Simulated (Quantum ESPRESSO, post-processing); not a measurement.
# 2H-MoTe2, 1 layer, rectangular cell, stepped through strain along the second axis, part 2 of 2

Aim: how the results for 2H-MoTe2, 1 layer, rectangular cell change with strain along the second axis.

Quantum ESPRESSO 7.5; plane-wave DFT, PBE, GBRV ultrasoft pseudopotentials.

So far. Step 7 (Relaxation with pw.x, -3 %): The relaxation lowers the energy by 3 meV an atom. Step 9 (Relaxing the ions, 3 %): The relaxation lowers the energy by 2 meV an atom.

## 10. SCF with pw.x, 3 %

The input, m7.scf.in:

```
&control
  prefix = 'm7.scf'
  outdir = './out'
  pseudo_dir = './pseudo'
  calculation = 'scf'
  tprnfor = .true.
/
&system
  ibrav = 0
  nat = 6
  ntyp = 2
  ecutwfc = 40
  ecutrho = 200
  occupations = 'smearing'
  smearing = 'fd'
  degauss = 0.002
  nbnd = 30
/
&electrons
  conv_thr = 1e-09
  mixing_beta = 0.4
  electron_maxstep = 120
  mixing_mode = 'plain'
/
ATOMIC_SPECIES
  Te  127.6000  te_pbe_v1.uspp.F.UPF
  Mo  95.9500  mo_pbe_v1.uspp.F.UPF
CELL_PARAMETERS angstrom
  3.56643587700000 0.00000000000000 0.00000000000000
  0.00000000000000 6.36276314438000 0.00000000000000
  0.00000000000000 0.00000000000000 18.77410263100000
ATOMIC_POSITIONS crystal
  Te  0.999999999900 0.332573948900 0.404560540700
  Te  0.500000000000 0.832573908500 0.404560484800
  Mo  0.000000000000 0.001518750500 0.500000000000
  Mo  0.500000000000 0.501518867900 0.500000000000
  Te  0.999999999900 0.332573948900 0.595439459300
  Te  0.500000000000 0.832573908500 0.595439515200
K_POINTS automatic
  8 6 1 0 0 0
```

Command:

```sh
$ OMP_NUM_THREADS=1 mpirun -n 4 pw.x -nk 2 -in m7.scf.in > m7.scf.out
```

Run time: 77 s. Hardware: 4 MPI ranks of Arm Neoverse V2, shared host; peak memory 0.87 GiB.

Numbers from this step:

```
free energy                          : -5235.1081 eV
Fermi energy                         : 0.7868 eV
valence top, on the run's zero       : 0.2574 eV
conduction bottom, on the run's zero : 1.316 eV
gap by band count                    : 1.058 eV
```

## 11. Relaxation with pw.x, 4 %

The input, m8.relax.in:

```
&control
  prefix = 'm8.relax'
  outdir = './out'
  pseudo_dir = './pseudo'
  nstep = 40
  forc_conv_thr = 0.0003
  calculation = 'relax'
  tstress = .true.
/
&system
  ibrav = 0
  nat = 6
  ntyp = 2
  ecutwfc = 50
  ecutrho = 250
  occupations = 'smearing'
  smearing = 'fd'
  degauss = 0.002
/
&electrons
  conv_thr = 1e-09
  mixing_beta = 0.4
  electron_maxstep = 120
  mixing_mode = 'plain'
/
&ions
/
ATOMIC_SPECIES
  Te  127.6000  te_pbe_v1.uspp.F.UPF
  Mo  95.9500  mo_pbe_v1.uspp.F.UPF
CELL_PARAMETERS angstrom
  3.56643587700000 0.00000000000000 0.00000000000000
  0.00000000000000 6.42453754384000 0.00000000000000
  0.00000000000000 0.00000000000000 18.77410263100000
ATOMIC_POSITIONS crystal
  Te  0.999999999900 0.333331799500 0.403502200200
  Te  0.500000000000 0.833331937800 0.403502216500
  Mo  0.000000000000 0.000002960500 0.500000000000
  Mo  0.500000000000 0.500002898100 0.500000000000
  Te  0.999999999900 0.333331799500 0.596497799800
  Te  0.500000000000 0.833331937800 0.596497783500
K_POINTS automatic
  8 6 1 0 0 0
```

Command:

```sh
$ OMP_NUM_THREADS=1 mpirun -n 4 pw.x -nk 2 -in m8.relax.in > m8.relax.out
```

It took 5.5 min on 4 MPI ranks; peak memory 1.1 GiB.

Step by step:

```
step  energy less that of the first step (eV)  largest force (eV/Å)
   1                                   0.0000                0.3443
   2                                  -0.0100                0.2574
   3                                  -0.0173                0.1595
   4                                  -0.0215                0.0252
   5                                  -0.0215                0.0165
   6                                  -0.0215                0.0070
```

The atoms that moved most (Å):

```
atom     dx      dy      dz  length
 Te6  0.000  -0.006  -0.026   0.027
 Te2  0.000  -0.006   0.026   0.027
 Te5  0.000  -0.006  -0.026   0.027
 Te1  0.000  -0.006   0.026   0.027
 Mo3  0.000   0.013   0.000   0.013
 Mo4  0.000   0.013   0.000   0.013
```

The relaxed structure:

```xyz
6
Lattice="3.5664 0.0000 0.0000 0.0000 6.4245 0.0000 0.0000 0.0000 18.7741" Properties=species:S:1:pos:R:3
Te    3.5664    2.1351    7.6017
Te    1.7832    5.3474    7.6017
Mo    0.0000    0.0128    9.3871
Mo    1.7832    3.2250    9.3871
Te    3.5664    2.1351   11.1724
Te    1.7832    5.3474   11.1724
```

The relaxation lowers the energy by 4 meV an atom.

Numbers from this step:

```
free energy  : -5235.0988 eV
Fermi energy : 0.6986 eV
```

## 12. Self-consistent run, 4 %

The input, m8.scf.in:

```
&control
  prefix = 'm8.scf'
  outdir = './out'
  pseudo_dir = './pseudo'
  calculation = 'scf'
  tprnfor = .true.
/
&system
  ibrav = 0
  nat = 6
  ntyp = 2
  ecutwfc = 40
  ecutrho = 200
  occupations = 'smearing'
  smearing = 'fd'
  degauss = 0.002
  nbnd = 30
/
&electrons
  conv_thr = 1e-09
  mixing_beta = 0.4
  electron_maxstep = 120
  mixing_mode = 'plain'
/
ATOMIC_SPECIES
  Te  127.6000  te_pbe_v1.uspp.F.UPF
  Mo  95.9500  mo_pbe_v1.uspp.F.UPF
CELL_PARAMETERS angstrom
  3.56643587700000 0.00000000000000 0.00000000000000
  0.00000000000000 6.42453754384000 0.00000000000000
  0.00000000000000 0.00000000000000 18.77410263100000
ATOMIC_POSITIONS crystal
  Te  0.999999999900 0.332338819000 0.404902881800
  Te  0.500000000000 0.832339137900 0.404902999700
  Mo  0.000000000000 0.001988996100 0.500000000000
  Mo  0.500000000000 0.501988423300 0.500000000000
  Te  0.999999999900 0.332338819000 0.595097118200
  Te  0.500000000000 0.832339137900 0.595097000300
K_POINTS automatic
  8 6 1 0 0 0
```

Command:

```sh
$ OMP_NUM_THREADS=1 mpirun -n 4 pw.x -nk 2 -in m8.scf.in > m8.scf.out
```

The job ended after 71 s (4 MPI ranks; peak memory 0.79 GiB).

This step gave:

* free energy: -5235.0731 eV
* Fermi energy: 0.7015 eV
* valence top, on the run's zero: 0.1821 eV
* conduction bottom, on the run's zero: 1.222 eV
* gap by band count: 1.040 eV

## 13. The series side by side

The series in one table, energies over the lowest:

```
strain along the second axis  energy (eV)  gap along the path (eV)  upper vacuum level over the valence top of the mesh (eV)  lower vacuum level over that top (eV)
                        -4 %       0.0992                    1.132                                                     4.754                                  4.754
                        -3 %       0.0546                     1.16                                                     4.784                                  4.784
                        -2 %       0.0238                    1.134                                                     4.814                                  4.814
                        -1 %       0.0060                    1.094                                                     4.845                                  4.845
                         0 %       0.0000                    1.053                                                     4.874                                  4.874
                         1 %       0.0052                    1.014                                                     4.904                                  4.904
                         2 %       0.0210                   0.9759                                                     4.934                                  4.934
                         3 %       0.0467                   0.9389                                                     4.964                                  4.964
                         4 %       0.0816                   0.9037                                                     4.994                                  4.994
```

## 14. By hand

A parabola through the energies within ±2 % has E = 56.12 eV × ε² -0.064 eV × ε; for the curvature, over A = 22.031 Å² this is 56.12 × 2/22.031 × 16.02 = 82 N/m.

## 15. Summary of results

- in-plane stiffness along the strain: 82 N/m
- gap along the path, at -4 % and at 4 %: 1.13, 0.90 eV
- upper vacuum level over the valence top of the mesh, at -4 % and at 4 %: 4.75, 4.99 eV
- lower vacuum level over that top, at -4 % and at 4 %: 4.75, 4.99 eV

The series holds 9 members; in-plane stiffness along the strain: 82 N/m (PBE, GBRV ultrasoft). The energy is lowest near zero strain. From -4 % to 4 % the gap along the path goes from 1.13 to 0.90 eV by way of 1.16 at -3 %. From -4 % to 4 % the upper vacuum level over the valence top of the mesh rises from 4.75 to 4.99 eV. From -4 % to 4 % the lower vacuum level over that top rises from 4.75 to 4.99 eV. Semilocal gaps are too small; the 1×1 cell can't ripple over many cells under compression as a free sheet would. No spin-orbit coupling.

[Logs are printed without paths, hosts, clocks, repeated set-up lines and the standing remarks that a program may print on its own settings, such as how far it seeks lower states.]

[Hosts, paths, dates, database ids (printed as entryN), source tags and the programs' standing remarks are cut or masked in the printed files.]

[Maps of the electrostatic potential energy from Ansatz leave out the sawtooth potential of an applied field or a dipole correction, so their vacuum need not be flat; planar profiles and work functions include it.]
